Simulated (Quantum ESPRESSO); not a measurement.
Runs of Quantum ESPRESSO 7.5 on NaCl. Symmetry: Pm-3m, No. 221, cubic system. The conventional cell has a = 3.502 Å, b = 3.502 Å, c = 3.502 Å, α = 90.00°, β = 90.00°, γ = 90.00°. Around Cl (site symmetry m-3m) lie 8 Na at 3.03 Å. Na (site symmetry m-3m) has 8 Cl at 3.03 Å as nearest neighbours. Measurements of this composition are mostly on another form, of space group No. 225.

| level | potentials or basis | form of the LDA correlation | pressure (GPa) |
| --- | --- | --- | --- |
| PBEsol | PseudoDojo 0.4.1 SR PBEsol standard | - | (a) |
| BLYP | PseudoDojo 0.4.1 SR PBE standard | - | 1.2 |
| WC | PseudoDojo 0.4.1 SR PBE standard | - | (b) |
| LDA | PseudoDojo 0.4.1 SR LDA standard | PW92 | -3.1 |
| AM05 | PseudoDojo 0.4.1 SR PBE standard | - | -0.2 |

Alike in all rows: task dielectric tensor; no spin polarisation; cell as given; k mesh 6 × 6 × 6, shifted; cutoff (eV) 1197; smearing fermi-dirac 0.05 eV.

Estimate the missing entries.

(a) -1.2; (b) -1.0.

Caveats: the potentials were made for another functional, which shifts forces and pressure (some runs); the cell is more than 3 GPa from zero pressure, which shifts response properties (some runs).
